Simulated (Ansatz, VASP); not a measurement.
**Two plane-wave programs on Si**

```
CELL_PARAMETERS angstrom
0.00000 2.71550 2.71550
2.71550 0.00000 2.71550
2.71550 2.71550 0.00000
ATOMIC_POSITIONS crystal
Si 0.00000 0.00000 0.00000
Si 0.25000 0.25000 0.25000
```

Alike in both runs: task single point; functional PBE; k mesh 8 × 8 × 8; no spin polarisation.

|  | VASP | Ansatz |
| --- | --- | --- |
| version | VASP 6.6.1 | Ansatz 0.2.0 |
| potentials or method | VASP PAW PBE potentials, release 64 (Si) | scalar-relativistic, plane waves, PAW |
| plane-wave cutoff (eV) | 520 | 420 |
| occupations | gaussian, width 0.01 eV | fixed |
| valence electrons in the cell | 8 | 8 |

```tsv
	VASP	Ansatz	Ansatz less VASP
gap on the k mesh at the Fermi level (eV)	0.62	0.61	-0.003
least direct gap on the mesh (eV)	2.57	2.56	-0.005
pressure (GPa)	1.9	2.0	+0.08
```

A k mesh can miss the band edges. Expect the measured gap to be larger: semilocal functionals such as PBE lack the derivative discontinuity.
